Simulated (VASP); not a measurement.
ZrO2: relaxation of cell and atoms with LDA

ZrO2:

```xyz
3
Lattice="0.0000 2.5451 2.5451 2.5451 0.0000 2.5451 2.5451 2.5451 0.0000" Properties=species:S:1:pos:R:3 pbc="T T T"
Zr    0.0000    0.0000    0.0000
O     1.2725    1.2725    1.2725
O     3.8176    3.8176    3.8176
```

Measurements of this composition are mostly on another form, of space group No. 14.

```json
{
 "Program": "VASP 6.6.1",
 "Task": "relaxation of cell and atoms",
 "Functional": "LDA",
 "Potentials or basis": "VASP PAW LDA potentials, release 64 (Zr_sv, O)",
 "Cutoff": "600 eV",
 "k mesh": "8 × 8 × 8",
 "Occupations": "gaussian, width 0.02 eV",
 "Spin": "no spin polarisation",
 "Further INCAR settings": "ALGO = Normal; EDIFF = 1e-07; IBRION = 2; EDIFFG = -0.005; NSW = 90; ISIF = 3"
}
```

```
Relaxed volume                         : 10.60 Å³/atom
Relaxed cell                           : a = 3.556 Å, b = 3.556 Å, c = 3.556 Å, α = 60.00°, β = 60.00°, γ = 60.00°
Space group after relaxing (to 0.05 Å) : Fm-3m (No. 225)
Energy gained by relaxing              : 11.2 meV/atom
Ionic steps                            : 4
Pressure after relaxing                : 0.0 GPa
Band gap on the k mesh                 : 3.33 eV, indirect (least direct gap 3.78 eV)
```

The path:
| step | energy change (eV) | largest force (eV/Å) | pressure (GPa) | volume (Å³) |
| --- | --- | --- | --- | --- |
| 1 | 0.0000 | 0.0000 | -9.00 | 32.97 |
| 2 | 0.0505 | 0.0000 | 16.64 | 30.11 |
| 3 | -0.0335 | 0.0000 | -0.15 | 31.83 |
| 4 | -0.0336 | 0.0000 | 0.04 | 31.80 |

Final structure:
```
CELL_PARAMETERS angstrom
0.00000 2.51471 2.51471
2.51471 0.00000 2.51471
2.51471 2.51471 0.00000
ATOMIC_POSITIONS crystal
Zr 0.00000 0.00000 0.00000
O 0.25000 0.25000 0.25000
O 0.75000 0.75000 0.75000
```

Levels at points of the mesh, in eV from the valence-band top:
| k point | band 9 | band 10 | band 11 | band 12 | band 13 | band 14 | band 15 | band 16 |
| --- | --- | --- | --- | --- | --- | --- | --- | --- |
| (0.00, 0.00, 0.00) | -5.50 | -0.55 | -0.55 | -0.55 | 3.33 | 3.33 | 6.66 | 9.83 |
| (0.50, 0.00, 0.00) | -2.63 | -2.53 | -1.68 | -1.68 | 4.03 | 4.03 | 6.45 | 8.86 |
| (0.50, 0.50, 0.00) | -3.23 | -1.57 | -1.57 | 0.00 | 3.78 | 4.84 | 6.19 | 7.59 |

Wall time 30 s on 1 thread of Intel(R) Xeon(R) 6975P-C (Granite Rapids) (shared host), peak memory 0.16 GiB.

A k mesh can miss the band edges. LDA gaps usually lie below the measured ones, often by a third to a half.
